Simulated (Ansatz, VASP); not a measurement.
# Cross-check of AlN (AlN(110)) between VASP and Ansatz, part 3 of 3

Wanted: the spread between two codes on one cell, functional and k mesh. The structure shown is the end of the VASP relaxation below.

VASP 6.6.1 and Ansatz 0.2.0.

So far: Starting point; VASP: relaxation, PBEsol; Ansatz: single point, PBEsol; Differences; VASP: band structure, PBEsol.

### 5. VASP: band structure, PBEsol (continued)

Level of this step: PBEsol; plane waves and PAW (Al, N) (VASP).

Numbers of over 12 decimals in the logs are rounded to 6 here.

OUTCAR, selected parts (step 5):

```text
  Total        1.9314023     -1.5548116     -2.0882702      0.0000000      0.0000000      0.0000000
  in kB        8.0530024     -6.4828034     -8.7070645      0.0000000      0.0000000      0.0000000
  external PRESSURE =      -2.3789552 kB  Pullay stress =       0.0000000 kB

 POSITION                                       TOTAL-FORCE (eV/Angst)
 -----------------------------------------------------------------------------------
      0.00000      0.17149      8.18414        -0.000000     -0.008182      0.014170
      1.54717      2.17313      9.48789        -0.000000     -0.000493      0.006397
      0.00000      4.36122     11.09732         0.000000      0.007247      0.003878
      1.54717      2.16843     12.63447        -0.000000      0.003468     -0.008007
      0.00000      4.35883     14.18869        -0.000000      0.005245     -0.000000
      1.54717      2.16843     15.74291        -0.000000      0.003468      0.008007
      0.00000      4.36122     17.28007         0.000000      0.007247     -0.003878
      1.54717      2.17313     18.88950        -0.000000     -0.000493     -0.006397
      0.00000      0.17149     20.19325        -0.000000     -0.008182     -0.014170
      0.00000      3.25225      9.52826         0.000000      0.001608      0.001329
      1.54717      1.04599      7.99491        -0.000000      0.002368      0.000262
      0.00000      3.26467     12.63812        -0.000000     -0.007161      0.005346
      1.54717      1.08389     11.08126        -0.000000     -0.004775      0.008820
      0.00000      3.26467     15.73927        -0.000000     -0.007161     -0.005346
[...]
-----------------------------------------------------------------------------------
    total drift:                                0.000000      0.019832     -0.000022

  FREE ENERGIE OF THE ION-ELECTRON SYSTEM (eV)
  ---------------------------------------------------
  free  energy   TOTEN  =      -136.3970047784 eV

  energy  without entropy=     -136.3970047784  energy(sigma->0) =     -136.39700478

[... 2 parts as in an earlier step ...]

[... 1 further part left out ...]
[key lines of the parts left out:]
E-fermi :   0.3617
```

### 6. Ansatz: band structure, PBEsol

The same cell, functional, mesh and smearing now go to Ansatz, which takes its cutoff from its data sets.

input.yaml

```yaml
crystal:
  lattice:
    - [3.0943471961, 0.0, 0.0]
    - [0.0, 4.3760677714, 0.0]
    - [0.0, 0.0, 28.3773887844]
  atoms:
    - { symbol: Al, position: [0.0, 0.039189194, 0.2884033964] }
    - { symbol: Al, position: [0.5, 0.4965945963, 0.3343466764] }
    - { symbol: Al, position: [0.0, 0.9966060758, 0.3910619297] }
    - { symbol: Al, position: [0.5, 0.4955205233, 0.4452303198] }
    - { symbol: Al, position: [0.0, 0.9960618297, 0.5] }
    - { symbol: Al, position: [0.5, 0.4955205233, 0.5547696802] }
    - { symbol: Al, position: [0.0, 0.9966060758, 0.6089380703] }
    - { symbol: Al, position: [0.5, 0.4965945963, 0.6656533236] }
    - { symbol: Al, position: [0.0, 0.039189194, 0.7115966036] }
    - { symbol: "N", position: [0.0, 0.7431901998, 0.3357692928] }
    - { symbol: "N", position: [0.5, 0.2390256359, 0.281735093] }
    - { symbol: "N", position: [0.0, 0.7460288943, 0.4453588896] }
    - { symbol: "N", position: [0.5, 0.2476856723, 0.3904959478] }
    - { symbol: "N", position: [0.0, 0.7460288943, 0.5546411104] }
    - { symbol: "N", position: [0.5, 0.2462565868, 0.5] }
    - { symbol: "N", position: [0.0, 0.7431901998, 0.6642307072] }
    - { symbol: "N", position: [0.5, 0.2476856723, 0.6095040522] }
    - { symbol: "N", position: [0.5, 0.2390256359, 0.718264907] }
hamiltonian:
  xc: pbesol
  pseudopotentials: { kind: paw }
kpoints:
  mp_grid: { grid: [8, 6, 1] }
  band_path:
    path:
      - [0.0, 0.0, 0.0]
      - [0.07692, 0.0, 0.0]
      - [0.15385, 0.0, 0.0]
      - [0.26923, 0.0, 0.0]
      - [0.34615, 0.0, 0.0]
      - [0.42308, 0.0, 0.0]
      - [0.5, 0.0, 0.0]
      - [0.5, 0.07692, 0.0]
      - [0.5, 0.19231, 0.0]
      - [0.5, 0.26923, 0.0]
      - [0.5, 0.34615, 0.0]
      - [0.5, 0.46154, 0.0]
      - [0.5, 0.5, 0.0]
      - [0.42308, 0.5, 0.0]
      - [0.30769, 0.5, 0.0]
      - [0.23077, 0.5, 0.0]
      - [0.11538, 0.5, 0.0]
      - [0.03846, 0.5, 0.0]
      - [0.0, 0.5, 0.0]
      - [0.0, 0.38462, 0.0]
      - [0.0, 0.30769, 0.0]
      - [0.0, 0.23077, 0.0]
      - [0.0, 0.11538, 0.0]
      - [0.0, 0.03846, 0.0]
      - [0.03846, 0.03846, 0.0]
      - [0.11538, 0.11538, 0.0]
      - [0.19231, 0.19231, 0.0]
      - [0.30769, 0.30769, 0.0]
      - [0.38462, 0.38462, 0.0]
      - [0.5, 0.5, 0.0]
    npoints: 1
scf:
  occupations: { method: gaussian, width: 0.03 }
  n_extra_bands: 15
efield:
  axis: 3
  dipole_correction: true
  ramp_width: 0.04
output:
  forces: true
  eigenvalues: true
```

On the command line:

```console
$ ansatz run input.yaml --threads 8 --pin off --max-ram 18432MiB --backend cpu --events-out ev --progress --plain --runs-dir out
```

What it wrote:

```text
[...]
Crystal: 18 atoms, lattice volume = 384.260 Å³
Basis set: ecut = 420 eV, 7491 PW (Γ), exchange–correlation on 48×60×384 points (8 copies of the dense FFT grid, shifted against one another)
Bands: 51, of which v1, the nominal top of the filled ones, is band 36 counted from 1 (35 counted from 0)
Symmetry: 2 space group operations
[...]
k-point 0: bands = [... 32 lower, 0.1389, 0.1697, 0.3564, 0.3955, 3.4045, 3.6156, 3.7010, 4.4814, ... 11 higher]
  k-point 1: bands = [... 32 lower, 0.0286, 0.0343, 0.2921, 0.3889, 3.8240, 3.9182, 4.0946, 4.8135, ... 11 higher]
  k-point 2: bands = [... 32 lower, -0.2211, -0.1926, 0.3450, 0.3503, 4.3627, 4.3941, 5.1131, 5.6948, ... 11 higher]
  k-point 19: bands = [... 32 lower, -0.4279, -0.3756, 0.6285, 0.7054, 4.9188, 4.9473, 6.1524, 6.3592, ... 11 higher]
[key lines of the parts left out:]
SCF converged after 8 iterations
Free energy (F): -8149.116249 eV
Fermi energy:    2.039317 eV
Dipole field:    D = -0.000001 V/Å  (p = -0.000002 e·Å, saw-weighted, corrected)
Work function:   Φ+ = 4.3550 eV   Φ− = 4.3549 eV
```

Run time: 21 s. Hardware: 8 threads of Arm Neoverse N1, shared host; peak memory 1.3 GiB.

### 7. Comparison

Both answers:

| quantity | Ansatz | VASP | difference |
| --- | --- | --- | --- |
| gap over the path points (eV) | 2.668 | 2.652 | +0.016 |

Levels at points of the path, from each program's valence-band top (eV; 4 filled, then empty):

| k (reciprocal lattice) | Ansatz | VASP |
| --- | --- | --- |
| 0.000 0.000 0.000 | -0.57 -0.54 -0.35 -0.31 2.70 2.91 3.00 | -0.57 -0.54 -0.35 -0.31 2.69 2.90 2.98 |
| 0.077 0.000 0.000 | -0.77 -0.72 -0.35 -0.30 2.89 3.05 3.26 | -0.78 -0.73 -0.35 -0.30 2.88 3.04 3.24 |
| 0.154 0.000 0.000 | -0.95 -0.89 -0.36 -0.29 3.27 3.36 3.85 | -0.96 -0.90 -0.36 -0.29 3.26 3.34 3.84 |
| 0.269 0.000 0.000 | -1.35 -0.98 -0.32 -0.24 3.79 3.83 4.35 | -1.36 -0.99 -0.32 -0.25 3.78 3.81 4.34 |
| 0.346 0.000 0.000 | -1.48 -1.06 -0.24 -0.18 3.46 3.62 3.95 | -1.49 -1.07 -0.24 -0.18 3.45 3.60 3.93 |
| 0.423 0.000 0.000 | -1.53 -1.18 -0.16 -0.10 2.89 3.19 3.38 | -1.55 -1.19 -0.16 -0.10 2.87 3.17 3.37 |
| 0.500 0.000 0.000 | -1.38 -1.35 -0.12 -0.06 2.67 3.06 3.13 | -1.39 -1.36 -0.12 -0.06 2.65 3.04 3.11 |
| 0.500 0.077 0.000 | -1.38 -1.33 -0.11 -0.06 2.78 3.19 3.20 | -1.39 -1.34 -0.11 -0.06 2.77 3.17 3.19 |
| 0.500 0.192 0.000 | -1.36 -1.28 -0.09 -0.04 3.30 3.55 3.79 | -1.37 -1.29 -0.09 -0.04 3.29 3.54 3.78 |
| 0.500 0.269 0.000 | -1.35 -1.23 -0.08 -0.02 3.76 3.86 4.37 | -1.36 -1.24 -0.08 -0.02 3.74 3.85 4.35 |

At this near-relaxed geometry the largest component of a force difference is 16 meV/Å. Among the levels compared at these points, filled levels agree within 11 meV and empty ones within 20 meV.

### 8. What came out

| Item | Value |
| --- | --- |
| difference in gap on the k mesh (single point, PBEsol) | 0.017 eV |
| r.m.s. force difference (single point, PBEsol) | 8.0 meV/Å |
| difference in gap over the path points (band structure, PBEsol) | 0.016 eV |
| r.m.s. force difference (band structure, PBEsol) | 7.6 meV/Å |

In words: The r.m.s. force difference is 8.0 meV/Å (single point, PBEsol), within the 12 meV/Å picked in this series as the mark of a large difference. How closely two codes agree says nothing of how well the functional describes the real material.

[Lines on the potential files, build, host, timing and source positions are cut from VASP's logs without a mark.]

[Logs are printed without paths, hosts, clocks, repeated set-up lines and the standing remarks that a program may print on its own settings, such as how far it seeks lower states.]

[Hosts, paths, dates, database ids (printed as entryN), source tags and the programs' standing remarks are cut or masked in the printed files.]
